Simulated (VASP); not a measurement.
Here is a VASP 6.6.1 calculation.

INCAR

```
SYSTEM = Pt
  PREC = Accurate
  ENCUT = 600
  EDIFF = 1E-6
  ISMEAR = 0
  SIGMA = 0.1
  LREAL = .FALSE.
  LASPH = .TRUE.
  NELM = 100
  ALGO = Fast
  ISIF = 3
  LWAVE = .FALSE.
  LCHARG = .FALSE.
  GGA = PS
  IBRION = 2
  NSW = 90
  EDIFFG = -0.04
```

File KPOINTS:

```
regular mesh
0
G
  3 3 3
  0 0 0
```

Contents of POSCAR:

```
Pt
1.0
    3.2456362395      1.8738689566      5.5351150598
   -3.2456362395      1.8738689566      5.5351150598
    0.0000000000     -3.7477379131      5.5351150598
Pt
12
Direct
    0.0101900000      0.6536100000      0.0101900000
    0.0101900000      0.0101900000      0.6536100000
    0.6536100000      0.0101900000      0.0101900000
    0.9898100000      0.3463900000      0.9898100000
    0.3463900000      0.9898100000      0.9898100000
    0.9898100000      0.9898100000      0.3463900000
    0.2211800000      0.6306000000      0.2211800000
    0.2211800000      0.2211800000      0.6306000000
    0.6306000000      0.2211800000      0.2211800000
    0.7788200000      0.3694000000      0.7788200000
    0.3694000000      0.7788200000      0.7788200000
    0.7788200000      0.7788200000      0.3694000000
```

Potentials or basis: VASP PAW PBE potentials, release 64 (Pt).

The run is started by

```bash
$ cat potpaw_PBE.64/Pt/POTCAR > POTCAR
$ mpirun -np 1 vasp_std > vasp.out
```

What does it give for the band gap on the k mesh?

None (metal or under the smearing width).

What does it give for the space group after relaxing (to 0.05 Å)?

R-3m (No. 166).

What does it give for the relaxed cell?

a = 6.788 Å, b = 6.788 Å, c = 6.788 Å, α = 65.19°, β = 65.19°, γ = 65.19°.

Forces in eV/Å, atoms in the order of the input:
```
Pt   0.003 -0.002  0.024
Pt   0.000  0.004  0.024
Pt  -0.003 -0.002  0.024
Pt  -0.003  0.002 -0.024
Pt   0.003  0.002 -0.024
Pt   0.000 -0.004 -0.024
Pt  -0.013  0.008  0.028
Pt   0.000 -0.015  0.028
Pt   0.013  0.008  0.028
Pt   0.013 -0.008 -0.028
Pt  -0.013 -0.008 -0.028
Pt   0.000  0.015 -0.028
```

Caveat: the k mesh is coarse (spacing up to 0.39 Å⁻¹), so the values aren't converged; the PAW data sets were made with another functional, which shifts forces and pressure a little. The run has no spin-orbit coupling, so splittings on Pt are missing.
